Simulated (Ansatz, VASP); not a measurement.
## Two plane-wave programs on P

```
P
1.0
    -1.69151    2.51517    1.85894
     1.69151   -2.51517    1.85894
     1.69151    2.51517   -1.85894
P
2
Direct
  0.69669 0.94669 0.75000
  0.30331 0.05331 0.25000
```

This isn't the form of P at room conditions, which is orthorhombic.

Alike in both runs: functional LDA; k mesh 6 × 6 × 6; occupations fermi-dirac, width 0.05 eV; no spin polarisation.

|  | VASP | Ansatz |
| --- | --- | --- |
| version | VASP 6.6.1 | Ansatz 0.2.0 |
| potentials or method | VASP PAW LDA potentials, release 64 (P) | Ansatz PAW |
| plane-wave cutoff (eV) | 520 | 420 |
| valence electrons in the cell | 10 | 10 |
| task | single point | projected density of states |

Ansatz gave:

* gap on the k mesh at the Fermi level (eV): none
* pressure (GPa): -1.8
* largest component of the traceless stress (GPa): 0.68
* rms of the force components (eV/Å): 0.113

Question: What did VASP give for the same quantities?

Answer: gap on the k mesh at the Fermi level (eV): none; pressure (GPa): -2.0; largest component of the traceless stress (GPa): 0.85; rms of the force components (eV/Å): 0.089.

Atom by atom the forces differ by 0.024 eV/Å (rms over components). A gap of «none» marks a metal or a gap that the smearing closes.

Caveats: the k mesh is coarse (spacing up to 0.42 Å⁻¹), so the values aren't converged; the PAW data sets come from PBE, with cores solved anew for the run's functional, which leaves a small shift of forces and pressure (Ansatz); the density of states is complete only up to the lowest level of the last band computed (Ansatz).
